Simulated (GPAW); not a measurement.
HfO2:

```
CELL_PARAMETERS angstrom
4.81353 0.00000 0.00000
0.00000 4.81353 0.00000
0.00000 0.00000 3.20542
ATOMIC_POSITIONS crystal
Hf 0.50000 0.50000 0.50000
Hf 0.00000 0.00000 0.00000
O 0.80504 0.19496 0.50000
O 0.69496 0.69496 0.00000
O 0.30504 0.30504 0.00000
O 0.19496 0.80504 0.50000
```

Measurements of this composition are mostly on another form, of space group No. 14.

Base run:

```yaml
Program: GPAW 26.7.0
Functional: LDA
Potentials_or_basis: the program's PAW data sets (release 1.2.1) made for this functional
Cutoff: 800 eV
Basis: pw
k_mesh: 4 × 4 × 6
Occupations: fermi-dirac, width 0.05 eV
Spin: no spin polarisation
```

Its results: band gap on the k mesh 3.79 eV, direct; pressure -4.1 GPa; largest force 0.047 eV/Å.

Problem. The run is repeated on the same cell with these changes: functional from LDA to PBEsol; potentials or basis from the program's PAW data sets (release 1.2.1) made for this functional to PAW data sets generated in the run's folder for this functional. What comes out?

Solution. Band gap on the k mesh 3.88 eV, direct; pressure 2.8 GPa; largest force 0.027 eV/Å.

Caveats: spin-orbit coupling is left out, which moves the levels of the heavy elements.

Not every run made on this cell is shown here.
